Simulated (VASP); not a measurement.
A run of VASP 6.6.1 is set up as follows.

The input INCAR:

```
ALGO     = Normal         # electronic algorithm
EDIFF    = 1E-7           # SCF threshold, eV
ENCUT    = 520            # plane-wave cutoff, eV
GGA      = PS             # functional
ISIF     = 2              # what is computed and relaxed
ISMEAR   = -1             # smearing method
LASPH    = True           # aspherical terms in the spheres
LCHARG   = False          # write CHGCAR
LREAL    = False          # projectors in reciprocal space
LWAVE    = False          # write WAVECAR
NBANDS   = 18             # bands
NELM     = 100            # most SCF steps
PREC     = Accurate       # precision mode
SIGMA    = 0.05           # smearing width, eV
```

File KPOINTS:

```
k-points
0
Gamma
  11 11 5
```

POSCAR

```
Ta
1.0
    2.9003720726      0.0000000000      0.0000000000
   -1.4501860363      2.5117958953      0.0000000000
    0.0000000000      0.0000000000      5.1662740000
Ta
2
Direct
    0.3303170000      0.6724740000      0.2428560000
    0.6626000000      0.3249700000      0.7592610000
```

Potentials or basis: VASP PAW PBE potentials, release 64 (Ta_pv).

Launch:

```bash
$ cat potpaw_PBE.64/Ta_pv/POTCAR > POTCAR
$ mpirun -np 1 vasp_std > vasp.out
```

Question: What does it give for the band gap on the k mesh?

Answer: None (metal or under the smearing width).

Question: Estimate the largest force.

Answer: 0.892 eV/Å.

Question: What does it give for the pressure?

Answer: -6.7 GPa.

Forces in eV/Å, atoms in the order of the input:
```
Ta  -0.023  0.040  0.891
Ta   0.023 -0.040 -0.891
```

Caveat: the PAW data sets were made with another functional, which shifts forces and pressure a little. Spin-orbit coupling is left out, which matters for the levels of Ta.
